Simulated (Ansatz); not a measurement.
Wanted: the native input for an Ansatz 0.2.0 run.

- Task: relaxation of cell and atoms
- Functional: HSE06
- Potentials or basis: Ansatz PAW
- Cutoff: 420 eV (not typed: the program's choice for these potentials)
- k mesh: 6 × 6 × 6
- Occupations: fermi-dirac, width 0.05 eV
- Spin: no spin polarisation

The system is MoS2.

```xyz
3
Lattice="1.5800 0.9122 6.1500 -1.5800 0.9122 6.1500 0.0000 -1.8244 6.1500" Properties=species:S:1:pos:R:3 pbc="T T T"
Mo    0.0000    0.0000    0.0000
S     0.0000    0.0000    7.6936
S     0.0000    0.0000    4.6125
```

Measurements of this composition are mostly on another form, of space group No. 194.

These files were run (other wordings do the same):

input

```
crystal:
  lattice:
    - [1.58, 0.9122134253, 6.15]
    - [-1.58, 0.9122134253, 6.15]
    - [0.0, -1.8244268506, 6.15]
  atoms:
    - { symbol: Mo, position: [0.0, 0.0, 0.0] }
    - { symbol: S, position: [0.417, 0.417, 0.417] }
    - { symbol: S, position: [0.25, 0.25, 0.25] }
hamiltonian:
  xc: hse06
  pseudopotentials: { kind: paw }
kpoints:
  mp_grid: { grid: [6, 6, 6] }
scf:
  occupations: { method: fermi_dirac, width: 0.05 }
output:
  forces: true
  stress: true
  eigenvalues: true
relax:
  f_tol: 0.01
  max_steps: 40
  cell: { stress_tol: 0.05 }
```

It gave:

```json
{"Relaxed volume": "20.74 Å³/atom", "Relaxed cell": "a = 7.464 Å, b = 7.464 Å, c = 7.464 Å, α = 24.37°, β = 24.37°, γ = 24.37°", "Space group after relaxing (to 0.05 Å)": "R3m (No. 160)", "Energy gained by relaxing": "13.4 meV/atom", "Ionic steps": "13", "Pressure after relaxing": "0.0 GPa", "Band gap on the k mesh": "2.02 eV, indirect (least direct gap 2.23 eV)"}
```

Caveat: the volume moved by over 15 % at a fixed basis, so the end points are rough; the plane-wave basis is chosen anew once the cell has moved, so the energies of steps on either side of that aren't comparable; the PAW data sets come from PBE, with cores solved anew for the run's functional, which leaves a small shift of forces and pressure.

Run time: 4.8 min on 1 × NVIDIA H100 80GB HBM3 with 2 threads of AMD EPYC 7R13 Processor (Zen 3), on a shared host, peak memory 3.4 GiB.
